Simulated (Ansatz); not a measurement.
AgCl (CsCl type), relaxed with r2SCAN: 5 runs in Ansatz 0.2.0, each a calculation of independent-particle optics. It is cubic, Pm-3m (No. 221); a = 3.396 Å in the conventional setting, 19.58 Å³ an atom. Ag has 8 Cl at 2.94 Å; Cl has 8 Ag at 2.94 Å. No spin polarisation. The prototype was imposed, so other structures may be more stable.

```xyz
2
Lattice="3.3956 0.0000 0.0000 0.0000 3.3956 0.0000 0.0000 0.0000 3.3956" Properties=species:S:1:pos:R:3 pbc="T T T"
Ag    0.0000    0.0000    0.0000
Cl    1.6978    1.6978    1.6978
```

On meshes this coarse, single peaks can be features of the mesh. No local fields, no excitons; the zone sum runs over the cells of the mesh, and ε∞ includes the bands left out of the spectrum. Up to four peaks are listed, those above 15 % of the tallest and inside the complete range; the four can differ from row to row. Rows marked drawn have settings drawn at random (some not listed).

| functional | k mesh | broadening (eV) | scissors (eV) | range (eV) | settings | direct gap on the mesh before scissors (eV) | ε∞ xx | ε∞ yy | ε∞ zz | complete up to (eV) | tallest peaks of mean ε₂ (eV) |
| --- | --- | --- | --- | --- | --- | --- | --- | --- | --- | --- | --- |
| PBE | 8×8×8 | 0.1 | 0.00 | 0–12 | chosen | 2.19 | 6.15 | 6.15 | 6.15 | 12.0 | 4.55 5.80 7.45 11.70 |
| r2SCAN | 8×8×8 | 0.1 | 0.00 | 0–12 | chosen | 2.88 | 5.22 | 5.22 | 5.22 | 12.0 | 5.10 7.45 8.00 8.55 |
| LDA | 8×8×8 | 0.1 | 0.00 | 0–12 | chosen | 1.91 | 6.71 | 6.71 | 6.71 | 12.0 | 4.30 5.60 7.30 11.55 |
| PBE | 8×8×8 | 0.1 | 1.39 (to HSE06) | 0–12 | chosen | 2.19 | 5.20 | 5.20 | 5.20 | 12.0 | 5.95 7.20 8.80 11.30 |
| PBE | 10×10×10 | 0.03 | 2.50 | 2–6 | drawn | 2.20 | 4.69 | 4.69 | 4.69 | 6.0 | none |

The fundamental gap is indirect (0.58 eV with PBE on 8×8×8); the table holds the direct one.

Spin-orbit coupling is left out.
